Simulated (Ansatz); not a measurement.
**Ionic part of the dielectric constant of BN at 16 GPa, mode by mode**

Method: Ansatz, DFT PBEsol, scalar-relativistic, plane waves, PAW. Plane waves to 420 eV; Γ-centred k mesh 12×12×12; fixed occupations. No spin polarisation. Phonons by linear response, acoustic sum rule imposed.

Symmetry: F-43m, No. 216, cubic system. Conventional cell: a = 3.560 Å, b = 3.560 Å, c = 3.560 Å, α = 90.00°, β = 90.00°, γ = 90.00°. B (site symmetry -43m) has 4 N at 1.54 Å as nearest neighbours. N (site symmetry -43m) is surrounded by 4 B at 1.54 Å.

The primitive cell has V = 11.27 Å³ and ε∞,xx = 4.595. Each polar mode adds Δε = (4.92064×10⁷/V)·S/ν² along x, with S its oscillator strength in e²/amu, ν in cm⁻¹ and V in Å³.

Problem. From these modes, find each Δε and ε0,xx.
| ν (cm⁻¹) | S_xx (e²/amu) |
| --- | --- |
| 1097.4 | 0.5815 |

Solution.
| ν (cm⁻¹) | Δε |
| --- | --- |
| 1097.4 | 2.11 |

The sum is 2.107, so ε0,xx = 6.70; the run's tensor has 6.70.

Problem. Where do the longitudinal modes lie for a wave vector along x?

Solution. At 1325 cm⁻¹. The Lyddane–Sachs–Teller product Π(ν_LO/ν_TO)² = 1.46 matches ε0/ε∞ = 1.46.

Cost: 1 run of about 0.33 core-minutes, on Arm Neoverse N1 (shared hosts).

The static dielectric response of cubic BN at this pressure is mainly electronic: the lattice adds 2.11 to an ε∞ of 4.595. All of the ionic part comes from the zone-centre optical mode, in which the B and N sublattices move against each other. Its oscillator strength is sizeable because the bonds are polar and both atoms are light, but the short, strong sp³ bonds resist the displacement. The low mass raises S and ν² alike and so cancels from Δε, leaving the balance between Born effective charge and bond stiffness to set the ionic term.

The same effective charge produces the macroscopic field that lifts the longitudinal mode to 1325 cm⁻¹, with the electronic polarisability screening that field. With a single polar branch, the Lyddane–Sachs–Teller agreement confirms that charges, frequencies and ε∞ are mutually consistent, not that each is accurate. A single compressed volume also cannot show whether pressure changes the ionic term more through bond stiffening or through the effective charge.
